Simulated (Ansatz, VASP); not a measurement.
HfO2: VASP beside Ansatz

```
Hf O
1.0
     5.11800    0.00000    0.00000
     0.00000    5.18570    0.00000
    -0.85866    0.00000    5.21387
Hf O
4 8
Direct
  0.27940 0.46677 0.70653
  0.73145 0.96633 0.79314
  0.72699 0.55204 0.29511
  0.28744 0.03494 0.20426
  0.06599 0.17392 0.84318
  0.93025 0.66801 0.65019
  0.93176 0.84517 0.15697
  0.06237 0.32876 0.34450
  0.45514 0.74250 0.98180
  0.55185 0.23813 0.51922
  0.54282 0.25417 0.01122
  0.44212 0.77275 0.48353
```

Change from the starting cell: atoms moved at random, drawn with an rms of 0.05 Å.

Alike in both runs: task single point; functional PBE; k mesh 5 × 5 × 5; occupations fermi-dirac, width 0.05 eV; no spin polarisation.

|  | VASP | Ansatz |
| --- | --- | --- |
| version | VASP 6.6.1 | Ansatz 0.2.0 |
| potentials or method | VASP PAW PBE potentials, release 64 (Hf_pv, O) | Ansatz PAW |
| plane-wave cutoff (eV) | 520 | 420 |
| valence electrons in the cell | 88 | 152 |

Ansatz gave:

```
gap on the k mesh at the Fermi level (eV)       : 3.95
least direct gap on the mesh (eV)               : 4.03
pressure (GPa)                                  : 6.1
largest component of the traceless stress (GPa) : 1.08
rms of the force components (eV/Å)              : 0.549
```

Question: Which values does VASP return?

Answer: gap on the k mesh at the Fermi level (eV): 3.91; least direct gap on the mesh (eV): 3.99; pressure (GPa): 2.9; largest component of the traceless stress (GPa): 1.11; rms of the force components (eV/Å): 0.548.

Atom by atom the forces differ by 0.034 eV/Å (rms over components). With one functional, cell and mesh, what is left measures potentials, basis and numerics. The two sets of potentials don't hold the same shells in valence.

Caveats: spin-orbit coupling is left out, which moves the levels of the heavy elements; an odd mesh through Γ misses points on the zone boundary, where band edges often lie (VASP); odd divisions of the mesh miss points on the zone boundary, where band edges often lie, so the gap on the mesh can be too wide (Ansatz); the pressure holds a Pulay correction of +0.8 GPa for the finite cutoff (Ansatz).
